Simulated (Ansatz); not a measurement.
MgO: sound and stiffness along [100], [110] and [111]

Level of theory: DFT PBE, scalar-relativistic, plane waves, PAW in Ansatz 0.2.0. Settings: 420 eV plane-wave cutoff, Γ-centred 10×10×10 mesh, fixed occupations. No spin polarisation.

Equilibrium structure at this level:
```yaml
crystal:
  lattice:
    - [0.00000, 2.12688, 2.12688]
    - [2.12688, 0.00000, 2.12688]
    - [2.12688, 2.12688, 0.00000]
  atoms:
    - { symbol: Mg, position: [0.00000, 0.00000, 0.00000] }
    - { symbol: O, position: [0.50000, 0.50000, 0.50000] }
```

With ions relaxed, on the cubic axes: C11 = 266.7, C12 = 89.9, C44 = 141.1 GPa. The density is 3.478 g/cm³.

**Question.** Is the crystal stable against strain, and how anisotropic is it?

**Answer.** Born's conditions hold: C11 + 2C12 = 446.5, C11 − C12 = 176.9 and C44 = 141.1 GPa are all positive. B = (C11 + 2C12)/3 = 148.8 GPa. The two shear moduli are C44 and C′ = (C11 − C12)/2 = 88.4 GPa, so Zener's ratio is A = C44/C′ = 1.60: the tetragonal shear C′ is the soft one, as in many fcc and bcc metals and zincblende crystals. The Cauchy pressure C12 − C44 is -51.2 GPa; it would vanish for pair forces between atoms on inversion centres at zero pressure, and a negative value is usual with directional bonding, though many-body forces give one in some ionic oxides too.

**Question.** Give the sound speeds along the three symmetry directions.

**Answer.** The Christoffel equation gives ρv² for each branch:
```
direction branch                    ρv²    GPa v (m/s)
    [100]              L                    C11  266.7     8757
    [100]         T (×2) C44  141.1     6368
    [110]              L   (C11 + C12 + 2C44)/2  319.4     9582
    [110]   T, u ∥ [001]                    C44  141.1     6368
    [110]  T, u ∥ [1-10]          (C11 − C12)/2   88.4     5042
    [111]              L  (C11 + 2C12 + 4C44)/3  336.9     9842
    [111]         T (×2) (C11 − C12 + C44)/3  106.0     5520
```

**Question.** How does Young's modulus depend on direction?

**Answer.** Inverting gives S11 = 4.516, S12 = -1.138, S44 = 7.089 TPa⁻¹. Along a unit vector (l, m, n), 1/E = S11 − 2(S11 − S12 − S44/2)(l²m² + m²n² + n²l²), where the last bracket is 0, 1/4 and 1/3 for [100], [110] and [111]: E = 221, 289 and 322 GPa. With A > 1 the body diagonal is stiffest. For a film on (001), the biaxial modulus is C11 + C12 − 2C12²/C11 = 296 GPa and the normal strain is −2C12/C11 = -0.67 times the in-plane one.

Cost: 2 runs of about 0.3 core-minutes in all, on Intel Xeon Platinum 8488C (Sapphire Rapids) (shared hosts).

MgO is stiffest along the body diagonal and softest along the cube axes, although its nearest Mg–O contacts lie along the latter. Nearest-neighbour repulsion alone would favour [100]. The Madelung energy of the rocksalt lattice works against this, lowering C11 while raising C44, and repulsion between neighbouring oxide ions along ⟨110⟩ also adds more to C44 than to C′. Together these probably account for a Zener ratio of 1.60, whereas many alkali halides with the same structure fall below unity.

The negative Cauchy pressure needn't indicate covalent bonds. The oxide ion is held together by the crystal potential and can contract under compression. This breathing lowers C11 and C12 but leaves C44 untouched, a many-body effect compatible with largely ionic bonding.

The moduli are somewhat lower than those measured for MgO, as expected from PBE's tendency to overestimate the lattice constant and so weaken short-range repulsion. The positive Born combinations establish stability against small homogeneous strains only, not against phonons of finite wavevector.
